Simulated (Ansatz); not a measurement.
# The perfect armchair graphene nanoribbon (N = 13, H edges), part 2 of 3

Aim: is the armchair graphene nanoribbon (N = 13, H edges) a metal or a semiconductor?

Ansatz 0.2.0; DFT PBE, plane waves, PAW; relaxation of a wire's period (the session's first sound run).

So far. Step 2 (The relaxed wire): The cell's length comes to 4.287 Å with spin left out.

### 3. The wire at its relaxed period

This step: DFT PBE, plane waves, PAW; bands of a perfect wire (Ansatz 0.2.0).

At the relaxed period the bands are computed along the axis; those that cross an energy going forward count the channels that a perfect wire would open there.

The input, input.yaml:

```yaml
crystal:
  lattice:
    - [23.61, 0.0, 0.0]
    - [0.0, 7.0, 0.0]
    - [0.0, 0.0, 4.2867205172]
  atoms:
    - { symbol: C, position: [0.18785037, 0.5, 0.006908199] }
    - { symbol: C, position: [0.29101169, 0.5, 0.99983679] }
    - { symbol: C, position: [0.395629549, 0.5, 0.999796819] }
    - { symbol: C, position: [0.5, 0.5, 0.000536816] }
    - { symbol: C, position: [0.604370451, 0.5, 0.999796819] }
    - { symbol: C, position: [0.70898831, 0.5, 0.99983679] }
    - { symbol: C, position: [0.81214963, 0.5, 0.006908199] }
    - { symbol: C, position: [0.18785037, 0.5, 0.326425134] }
    - { symbol: C, position: [0.29101169, 0.5, 0.333496543] }
    - { symbol: C, position: [0.395629549, 0.5, 0.333536514] }
    - { symbol: C, position: [0.5, 0.5, 0.332796518] }
    - { symbol: C, position: [0.604370451, 0.5, 0.333536514] }
    - { symbol: C, position: [0.70898831, 0.5, 0.333496543] }
    - { symbol: C, position: [0.81214963, 0.5, 0.326425134] }
    - { symbol: H, position: [0.147291734, 0.5, 0.446586669] }
    - { symbol: H, position: [0.852708266, 0.5, 0.446586669] }
    - { symbol: C, position: [0.238906234, 0.5, 0.498954979] }
    - { symbol: C, position: [0.343443562, 0.5, 0.500784911] }
    - { symbol: C, position: [0.447735987, 0.5, 0.499970887] }
    - { symbol: C, position: [0.552264013, 0.5, 0.499970887] }
    - { symbol: C, position: [0.656556438, 0.5, 0.500784911] }
    - { symbol: C, position: [0.761093766, 0.5, 0.498954979] }
    - { symbol: C, position: [0.238906234, 0.5, 0.834378355] }
    - { symbol: C, position: [0.343443562, 0.5, 0.832548423] }
    - { symbol: C, position: [0.447735987, 0.5, 0.833362447] }
    - { symbol: C, position: [0.552264013, 0.5, 0.833362447] }
    - { symbol: C, position: [0.656556438, 0.5, 0.832548423] }
    - { symbol: C, position: [0.761093766, 0.5, 0.834378355] }
    - { symbol: H, position: [0.147291734, 0.5, 0.886746664] }
    - { symbol: H, position: [0.852708266, 0.5, 0.886746664] }
kpoints:
  mp_grid: { grid: [1, 1, 19] }
  band_path: { path: ["Γ", Z], npoints: 50 }
scf:
  occupations: { method: fermi_dirac, width: 0.05 }
hamiltonian:
  xc: pbe
output:
  dos: { e_range: [-5, 4] }
  write_potential: true
  write_density: true
  volumetric_format: npy
  elf: true
```

On the command line:

```
> ansatz run input.yaml --threads 4 --pin off --max-ram 16384MiB --backend cpu --events-out ev --progress --plain --runs-dir out
```

Numbers of over 12 decimals in the logs are rounded to 6 here.

Output:

```text
[...]
Crystal: 30 atoms, lattice volume = 708.466 Å³
Basis set: ecut = 420 eV, 13883 PW (Γ)
Bands: 84, of which v1, the nominal top of the filled ones, is band 54 counted from 1 (53 counted from 0)
Symmetry: 8 space group operations
[...]
k-points: 10 of 19
[...]
SCF iter   1: F=—  HF=-6587.727139 eV  |F-HF|=—  |Δ(HF+E_count)|=         —  Δρ=2.60e-3  dr2=1.49e-1  ethr=1.77e-3  ⟨swp⟩=10.3  Hψ=4935  notcnv=0  defer=154
[...]
SCF iter   8: F=-6587.697081 eV  HF=-6587.697081 eV  |F-HF|=4.11e-7  |Δ(HF+E_count)|=   2.66e-7  Δρ=4.36e-6  dr2=8.93e-8  ethr=9.26e-11  ⟨swp⟩=24.6  Hψ=6569  notcnv=0
SCF 1 converged in 8 iterations: F = -6587.697081 eV  dr2 = 8.93e-8
[...]
NSCF: frozen V_eff on 51 k-points
WARN: The output density's exchange-correlation potential varies sharply where the density is thin. Do not read a vacuum level from v_tot or v_xc, or from such a field of the output density. On a cell that repeats whose density bears no net charge and no dipole along the vacuum's axis use v_es (v_loc + v_h of the components); under efield.dipole_correction with no amplitude use v_es + v_field, which holds any externa [...]
SCF converged after 8 iterations
Free energy (F): -6587.697081 eV
[...]
Internal energy: -6587.697059 eV  (E = F + TS)
E sigma→0 (E₀):  -6587.697070 eV
Entropy (-TS):   -0.000022 eV (-0.001 meV/atom)
Fermi energy:    -0.282269 eV
[...]
--- Band table (eV; the first three rows and the last of 10) ---
  k-point 0: bands = [... 50 lower, -1.8563, -1.6230, -0.8612, -0.7154, 0.1540, 0.2703, 0.9079, 1.2467, ... 26 higher]
  k-point 1: bands = [... 50 lower, -1.8680, -1.7506, -1.0516, -0.8522, 0.2802, 0.4615, 1.0467, 1.3167, ... 26 higher]
  k-point 2: bands = [... 50 lower, -2.0701, -1.9051, -1.4426, -1.1464, 0.5439, 0.8548, 1.2973, 1.3995, ... 26 higher]
  k-point 9: bands = [... 50 lower, -3.5961, -3.1531, -2.8956, -2.6778, 1.4953, 1.8144, 2.0819, 2.8028, ... 26 higher]
```

Elapsed: 46 s, on 4 threads of Arm Neoverse V2, shared host; peak memory 2.5 GiB; 3 min of CPU time.

The column dr2 measures how far the density is from self-consistency, as an energy; F and HF (Harris–Foulkes) agree once it is small.

Numbers from this step:

* band gap: 0.8693 eV

The electronic bands at the labelled points (eV, zero at the Fermi level):

```csv
point,band 51,band 52,band 53,band 54,band 55,band 56,band 57,band 58
Γ,-1.57,-1.34,-0.58,-0.43,0.44,0.55,1.19,1.53
halfway,-2.60,-2.40,-1.86,-1.85,1.57,1.67,2.33,2.39
Z,-3.40,-2.82,-2.67,-2.39,1.77,2.16,2.29,3.21
```

Valence density in the ca plane at fractional y = 0.500, with atoms of C and H within 0.2 Å of it. It is the smooth field of the valence electrons, not physical close to the nuclei.

Values in e/Å³, 24 rows by 14 columns, each cell a mean:
```
0.0 0.0 0.0 0.0 0.0 0.0 0.0 0.0 0.0 0.0 0.0 0.0 0.0 0.0
0.0 0.0 0.0 0.0 0.0 0.0 0.0 0.0 0.0 0.0 0.0 0.0 0.0 0.0
0.0 0.0 0.0 0.0 0.0 0.1 0.1 0.1 0.0 0.0 0.0 0.1 0.1 0.1
0.8 0.5 0.4 0.5 0.7 1.2 1.5 0.7 0.3 0.1 0.2 0.5 1.3 1.4
1.8 1.7 1.7 1.7 1.8 1.9 1.6 0.8 0.4 0.2 0.3 0.6 1.3 1.9
0.9 0.5 0.3 0.4 0.7 1.4 1.9 1.7 1.6 1.5 1.5 1.7 1.9 1.7
1.6 1.3 1.2 1.3 1.5 1.8 1.7 1.0 0.6 0.4 0.5 0.9 1.5 1.9
1.3 1.0 0.8 0.9 1.2 1.7 1.8 1.3 0.9 0.8 0.9 1.2 1.7 1.8
1.0 0.6 0.4 0.5 0.9 1.5 1.9 1.6 1.4 1.2 1.3 1.5 1.8 1.7
1.8 1.6 1.5 1.6 1.7 1.9 1.6 0.8 0.4 0.3 0.3 0.7 1.4 1.9
0.9 0.4 0.3 0.4 0.7 1.4 1.9 1.7 1.6 1.5 1.6 1.7 1.9 1.6
1.6 1.3 1.2 1.3 1.5 1.8 1.7 1.1 0.6 0.5 0.6 0.9 1.5 1.9
1.3 1.0 0.8 0.9 1.2 1.7 1.8 1.3 0.9 0.7 0.8 1.1 1.7 1.8
1.0 0.6 0.4 0.5 0.9 1.5 1.9 1.6 1.4 1.2 1.3 1.5 1.8 1.7
1.8 1.6 1.5 1.6 1.7 1.9 1.6 0.8 0.4 0.3 0.3 0.7 1.4 1.9
0.9 0.4 0.3 0.4 0.7 1.4 1.9 1.7 1.6 1.5 1.6 1.7 1.9 1.6
1.5 1.3 1.1 1.2 1.4 1.8 1.7 1.1 0.7 0.5 0.6 0.9 1.5 1.8
1.4 1.0 0.9 1.0 1.2 1.7 1.8 1.3 0.9 0.7 0.8 1.1 1.7 1.8
1.0 0.6 0.5 0.5 0.9 1.5 1.9 1.6 1.4 1.2 1.3 1.5 1.8 1.7
1.8 1.7 1.6 1.7 1.7 1.9 1.5 0.7 0.3 0.1 0.2 0.5 1.3 1.8
0.6 0.3 0.2 0.3 0.5 0.9 1.2 0.6 0.2 0.1 0.2 0.4 1.1 1.1
0.0 0.0 0.0 0.0 0.0 0.0 0.0 0.0 0.0 0.0 0.0 0.0 0.0 0.0
0.0 0.0 0.0 0.0 0.0 0.0 0.0 0.0 0.0 0.0 0.0 0.0 0.0 0.0
0.0 0.0 0.0 0.0 0.0 0.0 0.0 0.0 0.0 0.0 0.0 0.0 0.0 0.0
```
Columns run along c (4.3 Å), rows up along a (23.6 Å). Atoms in or near the plane, at fractional coordinates: C at (0.01, 0.19), C at (0.00, 0.29), C at (0.00, 0.40), C at (0.00, 0.50), C at (0.00, 0.60), C at (0.00, 0.71), C at (0.01, 0.81), C at (0.33, 0.19), C at (0.33, 0.29), C at (0.33, 0.40), C at (0.33, 0.50), C at (0.33, 0.60), C at (0.33, 0.71), C at (0.33, 0.81) and more.

ELF in the ca plane at fractional y = 0.500, with atoms of C and H within 0.2 Å of it. It is the smooth field of the valence electrons, not physical close to the nuclei.

Ten even steps from '_' (0.00 × 1e-1) to '@' (9.96 × 1e-1), each cell a mean:
```
____________________________
____________________________
==..____--##%%**::__..++%%%%
%%==--==##@@@@@@**__==@@@@@@
--++%%**--==##**--..::++##++
++::..::++##++--++%%##--==##
==++****==++##**--::--++##**
++==++==++####++======++####
**--::--++##**==++##**==++##
--++%%##--==##++::..::++##++
**::..::++##++--++%%**--==##
==++****==++##**------++##**
++==++==++####++======++####
**--::--++##**==++##**==++##
--++%%##--==##++::..::++##++
**::..::++##++--++%%**--==##
==++****==**##**------++##**
++==++++++**##++======++####
**--::--++##**==++##**==++##
--++%%**--++##**--__::++##**
%%==..--##@@@@@@**__==@@@@@@
--______::++**==..____==****
____________________________
____________________________
```
Columns run along c (4.3 Å), rows up along a (23.6 Å). Atoms in or near the plane, at fractional coordinates: C at (0.01, 0.19), C at (0.00, 0.29), C at (0.00, 0.40), C at (0.00, 0.50), C at (0.00, 0.60), C at (0.00, 0.71), C at (0.01, 0.81), C at (0.33, 0.19), C at (0.33, 0.29), C at (0.33, 0.40), C at (0.33, 0.50), C at (0.33, 0.60), C at (0.33, 0.71), C at (0.33, 0.81) and more.

Electrostatic potential energy in the ca plane at fractional y = 0.500, with atoms of C and H within 0.2 Å of it. With pseudopotentials it is smooth inside the atoms' cores, unlike the true potential.

Ten even steps from '0' (-64 eV) to '9' (3 eV), each cell a mean:
```
99999999999999
99999999999999
99999999999999
78987647999845
02640048999862
88998510364004
24752246898752
46875444687544
78987522475224
03640048899851
88998510364004
24752246888753
46874445687544
78987521475224
03640048999851
88998510364004
24753246888753
46874345687543
78887521475224
02640048999862
89999757999856
99999999999999
99999999999999
99999999999999
```
Columns run along c (4.3 Å; values clipped at the 3rd and 97th percentile), rows up along a (23.6 Å). Atoms in or near the plane, at fractional coordinates: C at (0.01, 0.19), C at (0.00, 0.29), C at (0.00, 0.40), C at (0.00, 0.50), C at (0.00, 0.60), C at (0.00, 0.71), C at (0.01, 0.81), C at (0.33, 0.19), C at (0.33, 0.29), C at (0.33, 0.40), C at (0.33, 0.50), C at (0.33, 0.60), C at (0.33, 0.71), C at (0.33, 0.81) and more.

The gap is 0.869 eV, with spin left out.

### 4. Another level of theory, k-mesh 1×1×14

This step: DFT LDA, plane waves, PAW; bands of a perfect wire at the PBE geometry (Ansatz 0.2.0).

The atoms stay at the PBE geometry and the functional changes. At fixed atoms LDA and the gradient-corrected functionals usually give like bands; this run checks that. Against the first PBE run of this kind, the mesh along the wire has 14 points against 19.

input.yaml: that of step 3 with these lines changed.

```diff
@@ -37,3 +37,3 @@
 kpoints:
-  mp_grid: { grid: [1, 1, 19] }
+  mp_grid: { grid: [1, 1, 14] }
   band_path: { path: ["Γ", Z], npoints: 50 }
@@ -42,8 +42,2 @@
 hamiltonian:
-  xc: pbe
-output:
-  dos: { e_range: [-5, 4] }
-  write_potential: true
-  write_density: true
-  volumetric_format: npy
-  elf: true
+  xc: lda
```

Output:

```text
[...]
Crystal: 30 atoms, lattice volume = 708.466 Å³
Basis set: ecut = 420 eV, 13883 PW (Γ)
Bands: 84, of which v1, the nominal top of the filled ones, is band 54 counted from 1 (53 counted from 0)
Symmetry: 8 space group operations
[...]
k-points: 8 of 14
[...]
SCF iter   1: F=—  HF=-6378.395035 eV  |F-HF|=—  |Δ(HF+E_count)|=         —  Δρ=4.60e-3  dr2=1.95e-1  ethr=1.77e-3  ⟨swp⟩=10.2  Hψ=3973  notcnv=0  defer=124
[...]
SCF iter   9: F=-6378.360512 eV  HF=-6378.360512 eV  |F-HF|=1.49e-8  |Δ(HF+E_count)|=   9.77e-8  Δρ=1.66e-6  dr2=2.90e-8  ethr=9.26e-11  ⟨swp⟩=24.4  Hψ=4679  notcnv=0
SCF 1 converged in 9 iterations: F = -6378.360512 eV  dr2 = 2.90e-8
[...]
SCF converged after 9 iterations
Free energy (F): -6378.360512 eV
[...]
Internal energy: -6378.360485 eV  (E = F + TS)
E sigma→0 (E₀):  -6378.360498 eV
Entropy (-TS):   -0.000027 eV (-0.001 meV/atom)
Fermi energy:    -0.542243 eV
[...]
--- Band table (eV; the first three rows and the last of 8) ---
  k-point 0: bands = [... 50 lower, -2.1172, -1.8768, -1.1172, -0.9750, -0.1068, 0.0055, 0.6317, 0.9554, ... 26 higher]
  k-point 1: bands = [... 50 lower, -2.1380, -2.1046, -1.4375, -1.2049, 0.1020, 0.3259, 0.8794, 1.0417, ... 26 higher]
  k-point 2: bands = [... 50 lower, -2.6190, -2.2107, -2.0108, -1.6474, 0.4869, 0.9035, 1.0085, 1.4531, ... 26 higher]
  k-point 7: bands = [... 50 lower, -3.9502, -3.3585, -3.2047, -2.9272, 1.1786, 1.5757, 1.7033, 2.6325, ... 26 higher]
```

Wall time 43 s (4 threads); peak memory 2.3 GiB.

Numbers from this step:

```yaml
band_gap: 0.8682 eV
```

Electronic bands along the path, in eV, zero at the Fermi level:

```csv
point,band 51,band 52,band 53,band 54,band 55,band 56,band 57,band 58
Γ,-1.57,-1.33,-0.57,-0.43,0.44,0.55,1.17,1.50
halfway,-2.60,-2.40,-1.85,-1.85,1.54,1.65,2.30,2.37
Z,-3.41,-2.82,-2.66,-2.38,1.72,2.12,2.25,3.17
```

The gap is 0.868 eV, against 0.869 eV under PBE at the relaxed period.

### 5. Another level of theory, k-mesh 1×1×14 (run 2)

This step: DFT PBEsol, plane waves, PAW; bands of a perfect wire at the PBE geometry (Ansatz 0.2.0).

The atoms stay at the PBE geometry and the functional changes. At fixed atoms LDA and the gradient-corrected functionals usually give like bands; this run checks that. Against the first PBE run of this kind, the mesh along the wire has 14 points against 19.

input.yaml: that of step 4 with these lines changed.

```diff
@@ -42,2 +42,2 @@
 hamiltonian:
-  xc: lda
+  xc: pbesol
```

Output:

```text
[...]
Crystal: 30 atoms, lattice volume = 708.466 Å³
Basis set: ecut = 420 eV, 13883 PW (Γ)
Bands: 84, of which v1, the nominal top of the filled ones, is band 54 counted from 1 (53 counted from 0)
Symmetry: 8 space group operations
[...]
k-points: 8 of 14
[...]
--- Band table (eV; the first three rows and the last of 8) ---
  k-point 0: bands = [... 50 lower, -1.9153, -1.6784, -0.9158, -0.7705, 0.0997, 0.2146, 0.8467, 1.1767, ... 26 higher]
  k-point 1: bands = [... 50 lower, -1.9366, -1.9060, -1.2365, -1.0023, 0.3113, 0.5361, 1.0948, 1.2560, ... 26 higher]
  k-point 2: bands = [... 50 lower, -2.4204, -2.0108, -1.8108, -1.4470, 0.7007, 1.1167, 1.2263, 1.6703, ... 26 higher]
  k-point 7: bands = [... 50 lower, -3.7528, -3.1629, -3.0080, -2.7319, 1.4114, 1.8036, 1.9419, 2.8630, ... 26 higher]
[key lines of the parts left out:]
SCF converged after 8 iterations
Free energy (F): -6475.894675 eV
Fermi energy:    -0.336650 eV
```

Wall time 49 s (4 threads); peak memory 2.3 GiB.

The gap is 0.870 eV, against 0.869 eV under PBE at the relaxed period.

### 6. Another level of theory, cutoff 500 eV, k-mesh 1×1×14

This step: DFT r2SCAN, plane waves, PAW; bands of a perfect wire at the PBE geometry (Ansatz 0.2.0).

The atoms stay at the PBE geometry and the functional changes. r2SCAN also reads the kinetic-energy density; it often gives larger moments and wider gaps than PBE, at a higher cost. Against the first PBE run of this kind, the cutoff is 500 eV against 420 and the mesh along the wire has 14 points against 19.

input.yaml: that of step 5 with these lines changed.

```diff
@@ -42,2 +42,2 @@
 hamiltonian:
-  xc: pbesol
+  xc: r2scan
```

Output:

```text
[...]
Crystal: 30 atoms, lattice volume = 708.466 Å³
Basis set: ecut = 500 eV, 17973 PW (Γ), exchange–correlation on 720×216×128 points (64 copies of the dense FFT grid, shifted against one another)
Bands: 84, of which v1, the nominal top of the filled ones, is band 54 counted from 1 (53 counted from 0)
Symmetry: 8 space group operations
[...]
k-points: 8 of 14
[...]
--- Band table (eV; the first three rows and the last of 8) ---
  k-point 0: bands = [... 50 lower, -1.9780, -1.7312, -0.9202, -0.7628, 0.1634, 0.2911, 0.9733, 1.3359, ... 26 higher]
  k-point 1: bands = [... 50 lower, -2.0017, -1.9699, -1.2589, -1.0109, 0.3918, 0.6324, 1.2354, 1.3991, ... 26 higher]
  k-point 2: bands = [... 50 lower, -2.5109, -2.0832, -1.8659, -1.4843, 0.8117, 1.2516, 1.3744, 1.8463, ... 26 higher]
  k-point 7: bands = [... 50 lower, -3.9169, -3.3078, -3.1373, -2.8540, 1.5980, 2.0096, 2.1584, 3.1317, ... 26 higher]
[key lines of the parts left out:]
SCF converged after 9 iterations
Free energy (F): -6606.276587 eV
Fermi energy:    -0.300693 eV
```

Run time: 84 s. Hardware: 4 threads; peak memory 3.7 GiB; 5.5 min of CPU time.

The electronic bands at the labelled points (eV, zero at the Fermi level):

```csv
point,band 51,band 52,band 53,band 54,band 55,band 56,band 57,band 58
Γ,-1.68,-1.43,-0.62,-0.46,0.46,0.59,1.27,1.64
halfway,-2.77,-2.55,-1.99,-1.97,1.68,1.79,2.49,2.56
Z,-3.62,-3.01,-2.84,-2.55,1.90,2.31,2.46,3.43
```

The gap is 0.926 eV, against 0.869 eV under PBE at the relaxed period.

### 7. The series together

Times are for 4 threads of Arm Neoverse V2, shared host. The series side by side:

```csv
no.,level,band gap (eV),time,memory (GiB)
1,LDA,0.8682,43 s,2.3
2,PBEsol,0.8702,49 s,2.3
3,r2SCAN,0.9262,84 s,3.7
```

[end of part 2 of 3]

[Logs are printed without paths, hosts, clocks, repeated set-up lines and the standing remarks that a program may print on its own settings, such as how far it seeks lower states.]

[Hosts, paths, dates, database ids (printed as entryN), source tags and the programs' standing remarks are cut or masked in the printed files.]
